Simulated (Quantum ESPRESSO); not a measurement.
# SrCl2 (Fm-3m) in Quantum ESPRESSO: further runs, part 2 of 2

Quantum ESPRESSO 7.5.

## 3. Dielectric tensor, BLYP

pw.in reads:

```
&CONTROL
  calculation = 'scf'
  prefix = 'pwscf'
  outdir = './tmp'
  pseudo_dir = './pseudo'
  tprnfor = .true.
  tstress = .true.
  disk_io = 'low'
/
&SYSTEM
  ibrav = 0
  nat = 3
  ntyp = 2
  ecutwfc = 68
  nbnd = 19
  input_dft = 'blyp'
  occupations = 'smearing'
  smearing = 'fd'
  degauss = 0.00367493
/
&ELECTRONS
  conv_thr = 6d-10
  electron_maxstep = 120
  mixing_beta = 0.5
/
ATOMIC_SPECIES
Sr    87.6200 Sr.upf
Cl    35.4500 Cl.upf
CELL_PARAMETERS angstrom
   0.0000000000    3.4883500000    3.4883500000
   3.4883500000    0.0000000000    3.4883500000
   3.4883500000    3.4883500000    0.0000000000
ATOMIC_POSITIONS crystal
Sr     0.0000000000    0.0000000000    0.0000000000
Cl     0.7500000000    0.7500000000    0.7500000000
Cl     0.2500000000    0.2500000000    0.2500000000
K_POINTS automatic
4 4 4 1 1 1
```

scf2.in reads:

```
&CONTROL
  calculation = 'scf'
  prefix = 'pwscf'
  outdir = './tmp'
  pseudo_dir = './pseudo'
  tprnfor = .true.
  tstress = .true.
  disk_io = 'low'
/
&SYSTEM
  ibrav = 0
  nat = 3
  ntyp = 2
  ecutwfc = 68
  nbnd = 19
  input_dft = 'blyp'
  occupations = 'fixed'
/
&ELECTRONS
  conv_thr = 1d-13
  electron_maxstep = 120
  mixing_beta = 0.5
  startingpot = 'file'
  startingwfc = 'file'
/
ATOMIC_SPECIES
Sr    87.6200 Sr.upf
Cl    35.4500 Cl.upf
CELL_PARAMETERS angstrom
   0.0000000000    3.4883500000    3.4883500000
   3.4883500000    0.0000000000    3.4883500000
   3.4883500000    3.4883500000    0.0000000000
ATOMIC_POSITIONS crystal
Sr     0.0000000000    0.0000000000    0.0000000000
Cl     0.7500000000    0.7500000000    0.7500000000
Cl     0.2500000000    0.2500000000    0.2500000000
K_POINTS automatic
4 4 4 1 1 1
```

ph.in reads:

```
dielectric of SrCl2
&INPUTPH
  prefix = 'pwscf'
  outdir = './tmp'
  tr2_ph = 1d-18
  fildyn = 'dyn'
  niter_ph = 90
  alpha_mix(1) = 0.7
  epsil = .true.
  trans = .false.
  zeu = .true.
/
0.0000000000 0.0000000000 0.0000000000
```

Potentials or basis: PseudoDojo 0.4.1 SR PBE standard.

Launch:

```sh
> OMP_NUM_THREADS=1 pw.x -in pw.in > pw.out
> OMP_NUM_THREADS=1 pw.x -in scf2.in > scf2.out
> OMP_NUM_THREADS=1 ph.x -in ph.in > ph.out
```

pw.out:

```text
This program is part of the open-source Quantum ESPRESSO suite
     for quantum simulation of materials; please cite
         "P. Giannozzi et al., J. Phys.:Condens. Matter 21 395502 (2009);
         "P. Giannozzi et al., J. Phys.:Condens. Matter 29 465901 (2017);
         "P. Giannozzi et al., J. Chem. Phys. 152 154105 (2020);
     in publications or presentations arising from this work. More details at

     IMPORTANT: XC functional enforced from input :
     Exchange-correlation= BLYP
                           (   1   3   1   3   0   0   0)
     Any further DFT definition will be discarded
     Please, verify this is what you really want

     Message from routine setup:
     using ibrav=0 with symmetry is DISCOURAGED, use correct ibrav instead

     G-vector sticks info
     --------------------
     sticks:   dense  smooth     PW     G-vecs:    dense   smooth      PW
     Sum        1639    1639    463                43599    43599    6615

     Using Slab Decomposition

     bravais-lattice index     =            0
     lattice parameter (alat)  =       9.3225  a.u.
     unit-cell volume          =     572.9105 (a.u.)^3
     number of atoms/cell      =            3
     number of atomic types    =            2
     number of electrons       =        24.00
     number of Kohn-Sham states=           19
     kinetic-energy cutoff     =      68.0000  Ry
     charge density cutoff     =     272.0000  Ry
     scf convergence threshold =      6.0E-10
     mixing beta               =       0.5000
     number of iterations used =            8  plain     mixing
     Exchange-correlation= BLYP
                           (   1   3   1   3   0   0   0)

     celldm(1)=   9.322533  celldm(2)=   0.000000  celldm(3)=   0.000000
     celldm(4)=   0.000000  celldm(5)=   0.000000  celldm(6)=   0.000000

[... 8 lines left out ...]
               b(3) = (  0.707107  0.707107 -0.707107 )

     PseudoPot. # 1 for Sr read from file:
     Sr.upf
     Pseudo is Norm-conserving + core correction, Zval = 10.0
     Generated using ONCVPSP code by D. R. Hamann
     Using radial grid of 1834 points,  6 beta functions with:
                l(1) =   0
                l(2) =   0
[... 34 lines left out ...]
        k(    3) = (  -0.2651650  -0.2651650   0.4419417), wk =   0.1875000
        k(    4) = (  -0.0883883  -0.0883883   0.2651650), wk =   0.1875000
        k(    5) = (   0.4419417   0.0883883   0.0883883), wk =   0.1875000
        k(    6) = (  -0.0883883  -0.4419417   0.6187184), wk =   0.3750000
        k(    7) = (   0.0883883  -0.2651650   0.4419417), wk =   0.3750000
        k(    8) = (  -0.6187184   0.0883883   0.0883883), wk =   0.1875000
        k(    9) = (   0.2651650   0.2651650   0.2651650), wk =   0.0625000
        k(   10) = (  -0.2651650  -0.2651650   0.7954951), wk =   0.1875000

     Dense  grid:    43599 G-vectors     FFT dimensions: (  50,  50,  50)

     Initial potential from superposition of free atoms

     starting charge      23.9916, renormalised to      24.0000
     Starting wfcs are   13 randomized atomic wfcs +    6 random wfcs

     Self-consistent Calculation

     iteration #  1     ecut=    68.00 Ry     beta= 0.50
     Davidson diagonalization with overlap
     ethr =  1.00E-02,  avg # of iterations =  7.4

     Threshold (ethr) on eigenvalues was too large:
     Diagonalizing with lowered threshold

     Davidson diagonalization with overlap
     ethr =  4.16E-04,  avg # of iterations =  2.1

     total energy              =    -134.32072139 Ry
     estimated scf accuracy    <       0.09542004 Ry
[... 43 lines left out ...]
     iteration #  8     ecut=    68.00 Ry     beta= 0.50
     Davidson diagonalization with overlap
     ethr =  4.60E-12,  avg # of iterations =  3.8

     End of self-consistent calculation

          k = 0.0884 0.0884 0.0884 (  5429 PWs)   bands (ev):

   -29.3885 -11.4387 -11.3871 -11.3871  -9.7299  -9.0127   1.4306   1.4306
     1.4812   2.9623   3.0618   3.0618   9.2022   9.6851   9.6851  11.7104
    12.2699  12.2701  13.1002

          k = 0.2652 0.2652-0.0884 (  5426 PWs)   bands (ev):

   -29.3867 -11.5831 -11.4238 -11.3935  -9.4368  -9.1105   1.4498   1.8136
     2.0370   2.1929   2.5383   3.0928   9.8879  10.0952  10.2655  11.4570
    11.6999  12.2107  13.1194

          k =-0.2652-0.2652 0.4419 (  5421 PWs)   bands (ev):
[... 19 lines left out ...]
   -29.3849 -11.6346 -11.5219 -11.4141  -9.2118  -9.1325   1.0484   1.4020
     1.9869   2.5608   3.1001   3.2772   9.5684  10.5491  10.7157  10.9174
    11.5916  12.7348  13.5211

          k = 0.0884-0.2652 0.4419 (  5431 PWs)   bands (ev):

   -29.3856 -11.6233 -11.4735 -11.4038  -9.2914  -9.1401   1.4118   1.5293
     1.9289   2.5183   2.6761   3.1118   9.7291  10.2968  10.7215  11.3040
    11.7844  12.1611  13.1089

          k =-0.6187 0.0884 0.0884 (  5433 PWs)   bands (ev):

   -29.3849 -11.7029 -11.4428 -11.4152  -9.2524  -9.1007   0.8697   1.5982
     1.6482   3.0091   3.0532   3.3508   9.1620  10.6564  10.8662  11.1563
    11.4849  12.3888  13.2837

          k = 0.2652 0.2652 0.2652 (  5414 PWs)   bands (ev):
[... 7 lines left out ...]
   -29.3852 -11.6119 -11.5249 -11.4051  -9.2620  -9.1197   1.2106   1.6434
     1.9476   2.4835   2.7326   3.1848   9.6844  10.4885  10.7775  11.1716
    11.7757  12.3809  13.1240

     the Fermi energy is     5.7881 ev

!    total energy              =    -134.34061945 Ry
     estimated scf accuracy    <          3.1E-10 Ry
     smearing contrib. (-TS)   =       0.00000000 Ry
     internal energy E=F+TS    =    -134.34061945 Ry

     The total energy is F=E-TS. E is the sum of the following terms:
     one-electron contribution =     -29.13520744 Ry
     hartree contribution      =      23.36313931 Ry
     xc contribution           =     -34.58086369 Ry
     ewald contribution        =     -93.98768764 Ry

     convergence has been achieved in   8 iterations

     Forces acting on atoms (cartesian axes, Ry/au):

     atom    1 type  1   force =     0.00000000   -0.00000000    0.00000000
     atom    2 type  2   force =    -0.00000000   -0.00000000    0.00000000
     atom    3 type  2   force =     0.00000000    0.00000000   -0.00000000

     Total force =     0.000000     Total SCF correction =     0.000000

     Computing stress (Cartesian axis) and pressure

          total   stress  (Ry/bohr**3)                   (kbar)     P=       27.58
   0.00018752   0.00000000   0.00000000           27.58        0.00        0.00
   0.00000000   0.00018752  -0.00000000            0.00       27.58       -0.00
   0.00000000   0.00000000   0.00018752            0.00        0.00       27.58

=------------------------------------------------------------------------------=
   JOB DONE.
=------------------------------------------------------------------------------=
```

ph.out:

```text
This program is part of the open-source Quantum ESPRESSO suite
     for quantum simulation of materials; please cite
         "P. Giannozzi et al., J. Phys.:Condens. Matter 21 395502 (2009);
         "P. Giannozzi et al., J. Phys.:Condens. Matter 29 465901 (2017);
         "P. Giannozzi et al., J. Chem. Phys. 152 154105 (2020);
     in publications or presentations arising from this work. More details at

     IMPORTANT: XC functional enforced from input :
[... 183 lines left out ...]
      E*z (       -0.00000        0.00000       -1.24408 )

     INITIALIZATION:

     DIELECTRIC CONSTANT AND EFFECTIVE CHARGES:

      Additional routines

=------------------------------------------------------------------------------=
   JOB DONE.
=------------------------------------------------------------------------------=
```

Run time: 1.7 min. Hardware: 1 thread of Intel Xeon 6975P-C (Granite Rapids), shared host; peak memory 0.12 GiB.

Results:

* Free energy: -1827.7972 eV
* Pressure: 2.8 GPa
* Electronic dielectric tensor (diagonal): 2.90
* Born charges (mean of the diagonal): Sr +2.49; Cl -1.24 e

Electronic dielectric tensor:
```
2.90 0.00 0.00
0.00 2.90 0.00
0.00 0.00 2.90
```

Born effective charge tensors (e):
atom 1, Sr
```
2.49 0.00 0.00
0.00 2.49 0.00
0.00 0.00 2.49
```
atom 2, Cl
```
-1.24  0.00  0.00
 0.00 -1.24  0.00
 0.00  0.00 -1.24
```
atom 3, Cl
```
-1.24  0.00  0.00
 0.00 -1.24  0.00
 0.00  0.00 -1.24
```

Caveat: the potentials were made for another functional, which shifts forces and pressure.

## 4. Dielectric tensor, AM05

Edit pw.in of step 3 so:

```diff
@@ -15,3 +15,3 @@
   nbnd = 19
-  input_dft = 'blyp'
+  input_dft = 'XC-000I-000I-120L-135L-000I-000I'
   occupations = 'smearing'
```

Edit scf2.in of step 3 so:

```diff
@@ -15,3 +15,3 @@
   nbnd = 19
-  input_dft = 'blyp'
+  input_dft = 'XC-000I-000I-120L-135L-000I-000I'
   occupations = 'fixed'
```

ph.in is that of step 3.

Potentials or basis: PseudoDojo 0.4.1 SR PBE standard.

Launch:

```sh
> OMP_NUM_THREADS=1 pw.x -in pw.in > pw.out
> OMP_NUM_THREADS=1 pw.x -in scf2.in > scf2.out
> OMP_NUM_THREADS=1 ph.x -in ph.in > ph.out
```

pw.out:

```text
This program is part of the open-source Quantum ESPRESSO suite
     for quantum simulation of materials; please cite
         "P. Giannozzi et al., J. Phys.:Condens. Matter 21 395502 (2009);
         "P. Giannozzi et al., J. Phys.:Condens. Matter 29 465901 (2017);
         "P. Giannozzi et al., J. Chem. Phys. 152 154105 (2020);
     in publications or presentations arising from this work. More details at

     IMPORTANT: XC functional enforced from input :
     Exchange-correlation= XC-000I-000I-120L-135L-000I-000I
                           (   0   0 120 135   0   0   0)
     Any further DFT definition will be discarded
     Please, verify this is what you really want

     Message from routine setup:
     using ibrav=0 with symmetry is DISCOURAGED, use correct ibrav instead

     G-vector sticks info
     --------------------
     sticks:   dense  smooth     PW     G-vecs:    dense   smooth      PW
     Sum        1639    1639    463                43599    43599    6615

     Using Slab Decomposition

     bravais-lattice index     =            0
     lattice parameter (alat)  =       9.3225  a.u.
     unit-cell volume          =     572.9105 (a.u.)^3
     number of atoms/cell      =            3
     number of atomic types    =            2
     number of electrons       =        24.00
     number of Kohn-Sham states=           19
     kinetic-energy cutoff     =      68.0000  Ry
     charge density cutoff     =     272.0000  Ry
     scf convergence threshold =      6.0E-10
     mixing beta               =       0.5000
     number of iterations used =            8  plain     mixing
     Exchange-correlation= XC-000I-000I-120L-135L-000I-000I
                           (   0   0 120 135   0   0   0)

     celldm(1)=   9.322533  celldm(2)=   0.000000  celldm(3)=   0.000000
     celldm(4)=   0.000000  celldm(5)=   0.000000  celldm(6)=   0.000000

[... 8 lines left out ...]
               b(3) = (  0.707107  0.707107 -0.707107 )

     PseudoPot. # 1 for Sr read from file:
     Sr.upf
     Pseudo is Norm-conserving + core correction, Zval = 10.0
     Generated using ONCVPSP code by D. R. Hamann
     Using radial grid of 1834 points,  6 beta functions with:
                l(1) =   0
                l(2) =   0
                l(3) =   1
                l(4) =   1
                l(5) =   2
                l(6) =   2

     PseudoPot. # 2 for Cl read from file:
[... 35 lines left out ...]
        k(   10) = (  -0.2651650  -0.2651650   0.7954951), wk =   0.1875000

     Dense  grid:    43599 G-vectors     FFT dimensions: (  50,  50,  50)

     WARNING: libxc functional with ID  120 depends
      on external parameters: check the user_guide of
      QE if you need to modify them or to check their
      default values.

     WARNING: libxc functional with ID  135 depends
      on external parameters: check the user_guide of
      QE if you need to modify them or to check their
      default values.

     Initial potential from superposition of free atoms

     starting charge      23.9916, renormalised to      24.0000
     Starting wfcs are   13 randomized atomic wfcs +    6 random wfcs

     Self-consistent Calculation

     iteration #  1     ecut=    68.00 Ry     beta= 0.50
     Davidson diagonalization with overlap
     ethr =  1.00E-02,  avg # of iterations =  7.5

     Threshold (ethr) on eigenvalues was too large:
     Diagonalizing with lowered threshold

     Davidson diagonalization with overlap
     ethr =  3.18E-04,  avg # of iterations =  3.0

     total energy              =    -134.06326839 Ry
     estimated scf accuracy    <       0.07212233 Ry
[... 43 lines left out ...]
     iteration #  8     ecut=    68.00 Ry     beta= 0.50
     Davidson diagonalization with overlap
     ethr =  3.72E-11,  avg # of iterations =  3.0

     End of self-consistent calculation

          k = 0.0884 0.0884 0.0884 (  5429 PWs)   bands (ev):

   -29.5939 -11.6905 -11.6356 -11.6356 -10.0412  -9.3156   1.0809   1.0809
     1.1329   2.6403   2.7412   2.7412   8.8591   9.3392   9.3392  11.3654
    11.9277  11.9277  12.7635

          k = 0.2652 0.2652-0.0884 (  5426 PWs)   bands (ev):

   -29.5920 -11.8418 -11.6741 -11.6422  -9.7404  -9.4128   1.1038   1.4692
     1.6981   1.8584   2.2078   2.7712   9.5708   9.7782   9.9221  11.1044
    11.3531  11.8835  12.8088

          k =-0.2652-0.2652 0.4419 (  5421 PWs)   bands (ev):
[... 19 lines left out ...]
   -29.5902 -11.8951 -11.7771 -11.6636  -9.5135  -9.4292   0.6983   1.0598
     1.6484   2.2300   2.7775   2.9586   9.2626  10.2394  10.3489  10.5634
    11.2538  12.3766  13.1957

          k = 0.0884-0.2652 0.4419 (  5431 PWs)   bands (ev):

   -29.5909 -11.8835 -11.7264 -11.6529  -9.5932  -9.4399   1.0658   1.1874
     1.5881   2.1872   2.3460   2.7901   9.4213   9.9820  10.3724  10.9548
    11.4480  11.8079  12.7971

          k =-0.6187 0.0884 0.0884 (  5433 PWs)   bands (ev):

   -29.5902 -11.9664 -11.6938 -11.6648  -9.5582  -9.3945   0.5201   1.2557
     1.3058   2.6857   2.7310   3.0324   8.8451  10.2828  10.5697  10.8034
    11.1454  12.0267  12.9294

          k = 0.2652 0.2652 0.2652 (  5414 PWs)   bands (ev):
[... 7 lines left out ...]
   -29.5905 -11.8712 -11.7804 -11.6543  -9.5643  -9.4171   0.8631   1.3022
     1.6088   2.1494   2.4056   2.8641   9.3777  10.1871  10.4192  10.8236
    11.4404  12.0073  12.8263

     the Fermi energy is     5.4851 ev

!    total energy              =    -134.07894528 Ry
     estimated scf accuracy    <          8.9E-11 Ry
     smearing contrib. (-TS)   =       0.00000000 Ry
     internal energy E=F+TS    =    -134.07894528 Ry

     The total energy is F=E-TS. E is the sum of the following terms:
     one-electron contribution =     -29.07136589 Ry
     hartree contribution      =      23.25692483 Ry
     xc contribution           =     -34.27681659 Ry
     ewald contribution        =     -93.98768764 Ry

     convergence has been achieved in   8 iterations

     Forces acting on atoms (cartesian axes, Ry/au):

     atom    1 type  1   force =    -0.00000000    0.00000000    0.00000000
     atom    2 type  2   force =    -0.00000000   -0.00000000    0.00000000
     atom    3 type  2   force =     0.00000000    0.00000000   -0.00000000

     Total force =     0.000000     Total SCF correction =     0.000000

     Computing stress (Cartesian axis) and pressure

          total   stress  (Ry/bohr**3)                   (kbar)     P=       -1.37
  -0.00000929  -0.00000000  -0.00000000           -1.37       -0.00       -0.00
  -0.00000000  -0.00000929   0.00000000           -0.00       -1.37        0.00
  -0.00000000  -0.00000000  -0.00000929           -0.00       -0.00       -1.37

=------------------------------------------------------------------------------=
   JOB DONE.
=------------------------------------------------------------------------------=
```

Wall time 97 s (1 thread of Intel Xeon 6975P-C (Granite Rapids), shared host); peak memory 0.12 GiB.

What came out:

```yaml
Free_energy: -1824.2370 eV
Pressure: -0.1 GPa
Electronic_dielectric_tensor_diagonal: 2.94
Born_charges_mean_of_the_diagonal: Sr +2.51; Cl -1.25 e
```

Levels at points of the mesh, in eV from the valence-band top:
```tsv
k point	band 9	band 10	band 11	band 12	band 13	band 14	band 15	band 16
(0.12, 0.12, 0.12)	-1.90	-0.39	-0.29	-0.29	5.83	6.31	6.31	8.33
```

Electronic dielectric tensor:
```
2.94 0.00 0.00
0.00 2.94 0.00
0.00 0.00 2.94
```

Born effective charge tensors (e):
atom 1, Sr
```
2.51 0.00 0.00
0.00 2.51 0.00
0.00 0.00 2.51
```
atom 2, Cl
```
-1.25  0.00  0.00
 0.00 -1.25  0.00
 0.00  0.00 -1.25
```
atom 3, Cl
```
-1.25  0.00  0.00
 0.00 -1.25  0.00
 0.00  0.00 -1.25
```

Caveat: the potentials were made for another functional, which shifts forces and pressure.

## 5. The runs side by side

```csv
level,pressure (GPa)
WC,-1.0
BLYP,2.8
AM05,-0.1
```

Alike in all rows: task dielectric tensor; potentials or basis PseudoDojo 0.4.1 SR PBE standard; no spin polarisation; cell as given; k mesh 4 × 4 × 4, shifted; cutoff (eV) 925; smearing fermi-dirac 0.05 eV.

The pressure there spans -1.0 GPa (WC) to 2.8 GPa (BLYP); a positive pressure means that this level wants a larger cell, a negative one a smaller.

Caveats: the potentials were made for another functional, which shifts forces and pressure.

Absolute energies hang on the potentials; compare differences alone.
